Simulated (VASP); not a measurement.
Wanted: the native input for a VASP 6.6.1 run.

```yaml
Task: band structure
Functional: rSCAN
Potentials_or_basis: VASP PAW PBE potentials, release 64 (Pt, S)
Cutoff: 520 eV
k_mesh: 9 × 9 × 5
Occupations: fermi-dirac, width 0.05 eV
Spin: no spin polarisation
Further_INCAR_settings: ALGO = Normal; EDIFF = 1e-07
```

The structure of PtS2 lies in POSCAR:

```
PtS2
1.0
    3.5432000000      0.0000000000      0.0000000000
   -1.7716000000      3.0685012107      0.0000000000
    0.0000000000      0.0000000000      5.0388000000
Pt S
1 2
Direct
    0.0000000000      0.0000000000      0.0000000000
    0.6666666667      0.3333333333      0.7730000000
    0.3333333333      0.6666666667      0.2270000000
```

One way to write it, as run:

INCAR

```
ALGO = Normal
EDIFF = 1E-7
ENCUT = 520
ISIF = 2
ISMEAR = -1
LASPH = True
LCHARG = False
LMAXMIX = 4
LMIXTAU = True
LREAL = False
LWAVE = False
METAGGA = RSCAN
NELM = 60
PREC = Accurate
SIGMA = 0.05
```

KPOINTS

```
k-points
0
Gamma
  9 9 5
```

KPOINTS_OPT

```
path GMKGALHA,LM,KH
15
line-mode
reciprocal
 0.0000000000  0.0000000000  0.0000000000  G
 0.5000000000  0.0000000000  0.0000000000  M

 0.5000000000  0.0000000000  0.0000000000  M
 0.3333333333  0.3333333333  0.0000000000  K

 0.3333333333  0.3333333333  0.0000000000  K
 0.0000000000  0.0000000000  0.0000000000  G

 0.0000000000  0.0000000000  0.0000000000  G
 0.0000000000  0.0000000000  0.5000000000  A

 0.0000000000  0.0000000000  0.5000000000  A
 0.5000000000  0.0000000000  0.5000000000  L

 0.5000000000  0.0000000000  0.5000000000  L
 0.3333333333  0.3333333333  0.5000000000  H

 0.3333333333  0.3333333333  0.5000000000  H
 0.0000000000  0.0000000000  0.5000000000  A

 0.5000000000  0.0000000000  0.5000000000  L
 0.5000000000  0.0000000000  0.0000000000  M

 0.3333333333  0.3333333333  0.0000000000  K
 0.3333333333  0.3333333333  0.5000000000  H
```

Potentials or basis: VASP PAW PBE potentials, release 64 (Pt, S).

Run with:

```bash
$ cat potpaw_PBE.64/Pt/POTCAR potpaw_PBE.64/S/POTCAR > POTCAR
$ mpirun -np 1 vasp_std > vasp.out
```

Results of the run:

* Pressure: 8.9 GPa
* Largest force: 1.176 eV/Å
* Band gap on the k mesh: 1.18 eV, indirect (least direct gap 1.25 eV)
* Band gap along the path: 1.16 eV, indirect (least direct gap 1.73 eV)

Caveat: the PAW data sets were made with another functional, which shifts forces and pressure a little; spin-orbit coupling is left out, which moves the levels of the heavy elements.

Wall time 3 min on 1 thread of Intel(R) Xeon(R) 6975P-C (Granite Rapids) (shared host), peak memory 0.21 GiB.
